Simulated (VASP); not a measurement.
# Ti (P6/mmm) in VASP: notebook

Runs on Ti. Level: PBE. Tasks: single point.

Program: VASP 6.6.1. These are calculated values, not measurements. Logs are shortened: lines on timing, memory, paths and dates and some standing lists are left out, and cuts for length are marked.

### 1 The crystal as given

The structure is hexagonal, space group P6/mmm (No. 191). The conventional cell has a = 4.567 Å, b = 4.567 Å, c = 2.826 Å, α = 90.00°, β = 90.00°, γ = 120.00°. Around Ti (site symmetry -6m2) lie 11 Ti at 2.64 to 2.99 Å. Around Ti (site symmetry 6/mmm) lie 14 Ti at 2.83 to 2.99 Å.

This isn't the form of Ti at room conditions, which is hcp.

### 2 Single point, PBE

Input file INCAR:

```
SYSTEM = Ti
PREC     = Accurate       ! precision mode
ENCUT    = 500            ! plane-wave cutoff, eV
EDIFF    = 1E-6           ! SCF threshold, eV
ISMEAR   = 0              ! smearing method
SIGMA    = 0.15           ! smearing width, eV
LREAL    = .False.        ! projectors in reciprocal space
LASPH    = .True.         ! aspherical terms in the spheres
NELM     = 100            ! most SCF steps
ALGO     = Normal         ! electronic algorithm
ISIF     = 2              ! what is computed and relaxed
LWAVE    = .False.        ! write WAVECAR
LCHARG   = .False.        ! write CHGCAR
GGA      = PE             ! functional
NBANDS   = 13             ! bands
ADDGRID  = .False.
```

Input file KPOINTS:

```
Automatic mesh
0
Gamma
  6 6 8
  0 0 0
```

Input file POSCAR:

```
Ti
1.0
    4.5673748306      0.0000000000      0.0000000000
   -2.2836874153      3.9554626319      0.0000000000
    0.0000000000      0.0000000000      2.8262442700
Ti
3
Direct
    0.6666666667      0.3333333333      0.5000000000
    0.3333333333      0.6666666667      0.5000000000
    0.0000000000      0.0000000000      0.0000000000
```

Potentials or basis: VASP PAW PBE potentials, release 64 (Ti).

Launch:

```sh
> cat potpaw_PBE.64/Ti/POTCAR > POTCAR
> mpirun -np 1 vasp_std > vasp.out
```

OUTCAR:

```text
SYSTEM = Ti
   PREC = Accurate
   ENCUT = 500
   EDIFF = 1E-6
   ISMEAR = 0
   LREAL = .False.
   LASPH = .True.
   NELM = 100
   ISIF = 2
   GGA = PE

 Found     35 irreducible k-points:

 Following reciprocal coordinates:
            Coordinates               Weight
  0.000000  0.000000  0.000000      1.000000
  0.166667  0.000000  0.000000      6.000000
  0.333333  0.000000  0.000000      6.000000
  0.500000  0.000000  0.000000      3.000000
  0.166667  0.166667  0.000000      6.000000
  0.333333  0.166667  0.000000     12.000000
   k-points           NKPTS =     35   k-points in BZ     NKDIM =     35   number of bands    NBANDS=     13
   number of dos      NEDOS =    301   number of ions     NIONS =      3
   total plane-waves  NPLWV =  31104
   dimension x,y,z NGX =    36 NGY =   36 NGZ =   24
   dimension x,y,z NGXF=    72 NGYF=   72 NGZF=   48
   ions per type =               3
   NGX,Y,Z   is equivalent  to a cutoff of  13.10, 13.10, 14.12 a.u.
   NGXF,Y,Z  is equivalent  to a cutoff of  26.21, 26.21, 28.23 a.u.
 SYSTEM =  Ti
   PREC   = accura    normal or accurate (medium, high low for compatibility)
   ISTART =      0    job   : 0-new  1-cont  2-samecut
   ICHARG =      2    charge: 1-file 2-atom 10-const
   ISPIN  =      1    spin polarized calculation?
   LNONCOLLINEAR =      F non collinear calculations
   LSORBIT =      F    spin-orbit coupling
   LASPH  =      T    aspherical Exc in radial PAW
   ENCUT  =  500.0 eV  36.75 Ry    6.06 a.u.   8.33  8.33  5.15*2*pi/ulx,y,z
   NELM   =    100;   NELMIN=  2; NELMDL= -5     # of ELM steps
   EDIFF  = 0.1E-05   stopping-criterion for ELM
   LREAL  =      F    real-space projection
   EDIFFG = 0.1E-04   stopping-criterion for IOM
   NSW    =      0    number of steps for IOM
   IBRION =     -1    ionic relax: 0-MD 1-quasi-New 2-CG
   NFREE  =      0    steps in history (QN), initial steepest desc. (CG)
   ISIF   =      2    stress and relaxation
   ISYM   =      2    0-nonsym 1-usesym 2-fastsym
   POTIM  = 0.5000    time-step for ionic-motion
   TEBEG  =    0.0;   TEEND  =   0.0 temperature during run
   PSTRESS=    0.0 pullay stress
   NELECT =      12.0000    total number of electrons
   NUPDOWN=      -1.0000    fix difference up-down
   EMIN   =  10.00;   EMAX   =-10.00  energy-range for DOS
   EFERMI =   0.00;   METHOD = LEGACY
   ISMEAR =     0;   SIGMA  =   0.15  broadening in eV -4-tet -1-fermi 0-gaus
   EFERMI_NEDOS =   21; number of points for ismear=-14 and -15
   IALGO  =     38    algorithm
   IMIX   =      4    mixing-type and parameters
     AMIX     =   0.40;   BMIX     =  1.00
     AMIX_MAG =   1.60;   BMIX_MAG =  1.00
  volume/ion in A,a.u.               =      17.02       114.85
  Fermi-wavevector in a.u.,A,eV,Ry     =   1.010285  1.909162 13.887145  1.020676
  Thomas-Fermi vector in A             =   2.143265
   LORBIT       =      0    0 simple, 1 ext, 2 COOP (PROOUT), +10 PAW based schemes
   GGA     = PE    functional components
   LHFCALC =     F    Hartree Fock is set to
   AEXX    =    0.0000 exact exchange contribution
   IVDW    =     0    specifies the selected vdW correction
   LEPSILON=     F    determine dielectric tensor
   LRPA    =     F    only Hartree local field effects (RPA)
 non-spin polarized calculation
 Gauss-broadening in eV      SIGMA  =   0.15
  energy-cutoff  :      500.00
  volume of cell :       51.06
 maximum number of plane-waves:      1313
 NGX is ok and might be reduce to    36
   NGX = 17   NGY = 17   NGZ = 11

 number of electron      12.0000000 magnetization

 Free energy of the ion-electron system (eV)
  ---------------------------------------------------
  ext. energy  EPLUGINS =         0.00000000
  ---------------------------------------------------
  free energy    TOTEN  =       -23.33556447 eV

  energy without entropy =      -23.29941469  energy(sigma->0) =      -23.31748958

 E-fermi :   3.0519     XC(G=0): -11.1545

 val. band max:        3.0382344644   @ k =   0.0000   0.0000   0.0000
 cond. band min:       3.1072282087   @ k =   0.5000   0.0000   0.0000
 fundamental gap:      0.0689937443
 Fermi energy:         3.0519291511

 k-point     1 :       0.0000    0.0000    0.0000
  band No.  band energies     occupation
      1      -2.9677      2.00000
      2       1.1151      2.00000
      3       2.3495      2.00000
      4       2.3495      2.00000
      5       2.4448      2.00000
      6       2.4448      2.00000
      7       3.0382      1.10273
      8       3.7190      0.00000
      9       4.3184      0.00000
     10       4.3184      0.00000
     11       4.8357      0.00000
     12       4.8357      0.00000
     13       4.9399      0.00000

 k-point     2 :       0.1667    0.0000    0.0000
  band No.  band energies     occupation
      1      -2.6478      2.00000
      2       1.0915      2.00000
      3       1.7112      2.00000
      4       2.2073      2.00000
      5       2.2141      2.00000
      6       2.9166      1.79795
      7       3.2640      0.04555
      8       3.7450      0.00000
      9       4.1079      0.00000
     10       4.4549      0.00000
     11       4.5516      0.00000
     12       4.5547      0.00000
     13       5.3853      0.00000

 k-point     3 :       0.3333    0.0000    0.0000
  band No.  band energies     occupation
      1      -1.7556      2.00000
      2       0.6184      2.00000
      3       0.8801      2.00000
      4       2.1708      2.00000
      5       2.3621      2.00000
      6       3.1499      0.35570
      7       3.4614      0.00011
      8       3.6609      0.00000
      9       3.7712      0.00000
     10       4.1655      0.00000
     11       4.5855      0.00000
     12       5.1127      0.00000
     13       5.6757      0.00000

 k-point     4 :       0.5000    0.0000    0.0000
  band No.  band energies     occupation
      1      -0.5578      2.00000
      2      -0.4399      2.00000
      3       0.4625      2.00000
      4       2.6442      1.99988
      5       2.6568      1.99981
      6       2.6950      1.99924
      7       3.1072      0.60211
      8       3.5745      0.00000
      9       4.0633      0.00000
     10       4.1557      0.00000
     11       4.9368      0.00000
     12       5.0584      0.00000
     13       5.6605      0.00000

 k-point     5 :       0.1667    0.1667    0.0000
  band No.  band energies     occupation
      1      -2.0446      2.00000
      2       0.7886      2.00000
      3       1.1200      2.00000
      4       2.0365      2.00000
      5       2.6696      1.99969
      6       2.8900      1.87304
      7       3.5277      0.00001
      8       3.6230      0.00000
      9       3.7420      0.00000
     10       4.3659      0.00000
     11       4.3787      0.00000
     12       4.9251      0.00000
     13       5.7497      0.00000

 k-point     6 :       0.3333    0.1667    0.0000
  band No.  band energies     occupation
      1      -1.0009      2.00000
      2       0.1225      2.00000
      3       0.4709      2.00000
      4       2.4726      2.00000
      5       2.6756      1.99961
      6       3.0074      1.32541
      7       3.2802      0.03142
      8       3.4186      0.00055
      9       3.7579      0.00000
     10       4.2189      0.00000
     11       4.6073      0.00000
     12       5.1664      0.00000
     13       5.4717      0.00000

 [... further k-points ...]
[... 5 lines left out ...]
  --------------------------------------------------------------------------------------
  -------------------------------------------------------------------------------------
  Total       -0.3317267     -0.3317267     -0.3123689      0.0000000      0.0000000      0.0000000
  in kB      -10.4091994    -10.4091994     -9.8017738      0.0000000      0.0000000      0.0000000
  external PRESSURE =     -10.2067242 kB  Pullay stress =       0.0000000 kB

 VOLUME and BASIS-vectors are now :
 -----------------------------------------------------------------------------
  energy-cutoff  :      500.00
  volume of cell :       51.06
      direct lattice vectors                 reciprocal lattice vectors
     4.567374831  0.000000000  0.000000000     0.218944150  0.126407464  0.000000000
    -2.283687415  3.955462632  0.000000000     0.000000000  0.252814928  0.000000000
     0.000000000  0.000000000  2.826244270     0.000000000  0.000000000  0.353826458

 POSITION                                       TOTAL-FORCE (eV/Angst)
 -----------------------------------------------------------------------------------
      2.28369      1.31849      1.41312         0.000000      0.000000     -0.000000
     -0.00000      2.63698      1.41312        -0.000000     -0.000000      0.000000
      0.00000      0.00000      0.00000         0.000000      0.000000     -0.000000
 -----------------------------------------------------------------------------------
    total drift:                                0.000000      0.000000     -0.000000

  FREE ENERGIE OF THE ION-ELECTRON SYSTEM (eV)
  ---------------------------------------------------
  free  energy   TOTEN  =       -23.3355644706 eV

  energy  without entropy=      -23.2994146877  energy(sigma->0) =      -23.31748958
```

Run time: 24 s. Hardware: 1 thread of Intel Xeon Platinum 8488C (Sapphire Rapids), shared host; peak memory 0.18 GiB.

These settings aren't checked as converged: the numbers below hold their error.

Results:

* Free energy: -23.3356 eV
* Pressure: -1.0 GPa
* Band gap on the k mesh: none (metal or under the smearing width)

### 3 Single point, PBE

INCAR is that of step 2.

KPOINTS is that of step 2.

Input file POSCAR:

```
Ti
1.0
    4.5673748306      0.0000000000      0.0000000000
   -2.2836874153      3.9554626319      0.0000000000
    0.0000000000      0.0000000000      2.8262442700
Ti
3
Direct
    0.6535550000      0.3369470000      0.4982190000
    0.3492570000      0.6782810000      0.5288300000
    0.0014220000     -0.0021490000     -0.0037100000
```

Potentials or basis: VASP PAW PBE potentials, release 64 (Ti).

Launch:

```sh
> cat potpaw_PBE.64/Ti/POTCAR > POTCAR
> mpirun -np 1 vasp_std > vasp.out
```

OUTCAR:

```text
SYSTEM = Ti
   PREC = Accurate
   ENCUT = 500
   EDIFF = 1E-6
   ISMEAR = 0
   LREAL = .False.
   LASPH = .True.
   NELM = 100
   ISIF = 2
   GGA = PE

 Found    148 irreducible k-points:

 Following reciprocal coordinates:
            Coordinates               Weight
  0.000000  0.000000  0.000000      1.000000
  0.166667  0.000000  0.000000      2.000000
  0.000000  0.166667  0.000000      2.000000
 -0.166667  0.166667  0.000000      2.000000
  0.333333  0.000000  0.000000      2.000000
  0.000000  0.333333  0.000000      2.000000
   k-points           NKPTS =    148   k-points in BZ     NKDIM =    148   number of bands    NBANDS=     13
   number of dos      NEDOS =    301   number of ions     NIONS =      3
   total plane-waves  NPLWV =  31104
   dimension x,y,z NGX =    36 NGY =   36 NGZ =   24
   dimension x,y,z NGXF=    72 NGYF=   72 NGZF=   48
   ions per type =               3
   NGX,Y,Z   is equivalent  to a cutoff of  13.10, 13.10, 14.12 a.u.
   NGXF,Y,Z  is equivalent  to a cutoff of  26.21, 26.21, 28.23 a.u.
 SYSTEM =  Ti
   PREC   = accura    normal or accurate (medium, high low for compatibility)
   ISTART =      0    job   : 0-new  1-cont  2-samecut
   ICHARG =      2    charge: 1-file 2-atom 10-const
   ISPIN  =      1    spin polarized calculation?
   LNONCOLLINEAR =      F non collinear calculations
   LSORBIT =      F    spin-orbit coupling
   LASPH  =      T    aspherical Exc in radial PAW
   ENCUT  =  500.0 eV  36.75 Ry    6.06 a.u.   8.33  8.33  5.15*2*pi/ulx,y,z
   NELM   =    100;   NELMIN=  2; NELMDL= -5     # of ELM steps
   EDIFF  = 0.1E-05   stopping-criterion for ELM
   LREAL  =      F    real-space projection
   EDIFFG = 0.1E-04   stopping-criterion for IOM
   NSW    =      0    number of steps for IOM
   IBRION =     -1    ionic relax: 0-MD 1-quasi-New 2-CG
   NFREE  =      0    steps in history (QN), initial steepest desc. (CG)
   ISIF   =      2    stress and relaxation
   ISYM   =      2    0-nonsym 1-usesym 2-fastsym
   POTIM  = 0.5000    time-step for ionic-motion
   TEBEG  =    0.0;   TEEND  =   0.0 temperature during run
   PSTRESS=    0.0 pullay stress
   NELECT =      12.0000    total number of electrons
   NUPDOWN=      -1.0000    fix difference up-down
   EMIN   =  10.00;   EMAX   =-10.00  energy-range for DOS
   EFERMI =   0.00;   METHOD = LEGACY
   ISMEAR =     0;   SIGMA  =   0.15  broadening in eV -4-tet -1-fermi 0-gaus
   EFERMI_NEDOS =   21; number of points for ismear=-14 and -15
   IALGO  =     38    algorithm
   IMIX   =      4    mixing-type and parameters
     AMIX     =   0.40;   BMIX     =  1.00
     AMIX_MAG =   1.60;   BMIX_MAG =  1.00
  volume/ion in A,a.u.               =      17.02       114.85
  Fermi-wavevector in a.u.,A,eV,Ry     =   1.010285  1.909162 13.887145  1.020676
  Thomas-Fermi vector in A             =   2.143265
   LORBIT       =      0    0 simple, 1 ext, 2 COOP (PROOUT), +10 PAW based schemes
   GGA     = PE    functional components
   LHFCALC =     F    Hartree Fock is set to
   AEXX    =    0.0000 exact exchange contribution
   IVDW    =     0    specifies the selected vdW correction
   LEPSILON=     F    determine dielectric tensor
   LRPA    =     F    only Hartree local field effects (RPA)
 non-spin polarized calculation
 Gauss-broadening in eV      SIGMA  =   0.15
  energy-cutoff  :      500.00
  volume of cell :       51.06
 maximum number of plane-waves:      1313
 NGX is ok and might be reduce to    36
   NGX = 17   NGY = 17   NGZ = 11

 number of electron      12.0000000 magnetization

 Free energy of the ion-electron system (eV)
  ---------------------------------------------------
  ext. energy  EPLUGINS =         0.00000000
  ---------------------------------------------------
  free energy    TOTEN  =       -23.30583422 eV

  energy without entropy =      -23.26950446  energy(sigma->0) =      -23.28766934

 E-fermi :   3.0409     XC(G=0): -11.1505

 val. band max:        3.0390478033   @ k =   0.3333   0.1667   0.0000
 cond. band min:       3.0437050727   @ k =  -0.3333   0.3333   0.1250
 fundamental gap:      0.0046572694
 Fermi energy:         3.0409040070

 k-point     1 :       0.0000    0.0000    0.0000
  band No.  band energies     occupation
      1      -2.9625      2.00000
      2       1.1113      2.00000
      3       2.3077      2.00000
      4       2.3964      2.00000
      5       2.4116      2.00000
      6       2.5006      2.00000
      7       3.0259      1.11229
      8       3.6873      0.00000
      9       4.3031      0.00000
     10       4.3298      0.00000
     11       4.7092      0.00000
     12       4.8367      0.00000
     13       4.9642      0.00000
[... 65 lines left out ...]
 k-point     6 :       0.0000    0.3333    0.0000
  band No.  band energies     occupation
      1      -1.7513      2.00000
      2       0.6023      2.00000
      3       0.8873      2.00000
      4       2.1331      2.00000
      5       2.3343      2.00000
      6       3.1238      0.43421
      7       3.4712      0.00005
      8       3.6697      0.00000
      9       3.8240      0.00000
     10       4.1612      0.00000
     11       4.6194      0.00000
     12       5.1550      0.00000
     13       5.6601      0.00000

 [... further k-points ...]
[... 5 lines left out ...]
  --------------------------------------------------------------------------------------
  -------------------------------------------------------------------------------------
  Total       -0.2249111     -0.3393169     -0.1642880      0.0796307      0.0447326      0.0303968
  in kB       -7.0574518    -10.6473714     -5.1551684      2.4987187      1.4036582      0.9538169
  external PRESSURE =      -7.6199972 kB  Pullay stress =       0.0000000 kB

 VOLUME and BASIS-vectors are now :
 -----------------------------------------------------------------------------
  energy-cutoff  :      500.00
  volume of cell :       51.06
      direct lattice vectors                 reciprocal lattice vectors
     4.567374831  0.000000000  0.000000000     0.218944150  0.126407464  0.000000000
    -2.283687415  3.955462632  0.000000000     0.000000000  0.252814928  0.000000000
     0.000000000  0.000000000  2.826244270     0.000000000  0.000000000  0.353826458

 POSITION                                       TOTAL-FORCE (eV/Angst)
 -----------------------------------------------------------------------------------
      2.21555      1.33278      1.40809         0.277662     -0.030978      0.004686
      0.04621      2.68292      1.49460        -0.245657     -0.046504     -0.263754
     -2.27228      3.94696      2.81576        -0.032005      0.077483      0.259068
 -----------------------------------------------------------------------------------
    total drift:                                0.000015      0.000004      0.000008

  FREE ENERGIE OF THE ION-ELECTRON SYSTEM (eV)
  ---------------------------------------------------
  free  energy   TOTEN  =       -23.3058342194 eV

  energy  without entropy=      -23.2695044617  energy(sigma->0) =      -23.28766934
```

OSZICAR:

```text
N       E                     dE             d eps       ncg     rms          rms(c)
DAV:   1     0.289274759667E+02    0.28927E+02   -0.43068E+03  3848   0.785E+02
DAV:   2    -0.233212571494E+02   -0.52249E+02   -0.48779E+02  3898   0.144E+02
DAV:   3    -0.264800615941E+02   -0.31588E+01   -0.29381E+01  5610   0.364E+01
DAV:   4    -0.265547149172E+02   -0.74653E-01   -0.74461E-01  4381   0.563E+00
DAV:   5    -0.265555215428E+02   -0.80663E-03   -0.80640E-03  5249   0.498E-01    0.194E+01
DAV:   6    -0.236976670761E+02    0.28579E+01   -0.63106E+00  3983   0.218E+01    0.550E+00
DAV:   7    -0.233968115660E+02    0.30086E+00   -0.19013E+00  4504   0.108E+01    0.214E+00
DAV:   8    -0.233273484278E+02    0.69463E-01   -0.46804E-01  6304   0.504E+00    0.844E-01
DAV:   9    -0.233095292939E+02    0.17819E-01   -0.70892E-02  5953   0.195E+00    0.400E-01
DAV:  10    -0.233074772905E+02    0.20520E-02   -0.80870E-03  6260   0.610E-01    0.302E-01
DAV:  11    -0.233059523223E+02    0.15250E-02   -0.78542E-03  6198   0.560E-01    0.870E-02
DAV:  12    -0.233058793123E+02    0.73010E-04   -0.28644E-04  5333   0.149E-01    0.370E-02
DAV:  13    -0.233058524797E+02    0.26833E-04   -0.40632E-05  5117   0.519E-02    0.189E-02
DAV:  14    -0.233058362803E+02    0.16199E-04   -0.16907E-05  6196   0.260E-02    0.341E-03
DAV:  15    -0.233058342236E+02    0.20567E-05   -0.11372E-06  2520   0.831E-03    0.134E-03
DAV:  16    -0.233058342194E+02    0.42025E-08   -0.15028E-07  2049   0.326E-03
   1 F= -.23305834E+02 E0= -.23287669E+02  d E =-.363298E-01
```

It took 69 s on 1 thread of Intel Xeon Platinum 8488C (Sapphire Rapids), shared host; peak memory 0.23 GiB.

These settings aren't checked as converged: the numbers below hold their error.

What came out:

```yaml
Free_energy: -23.3058 eV
Pressure: -0.8 GPa
Largest_force: 0.363 eV/Å
Band_gap_on_the_k_mesh: none (metal or under the smearing width)
```
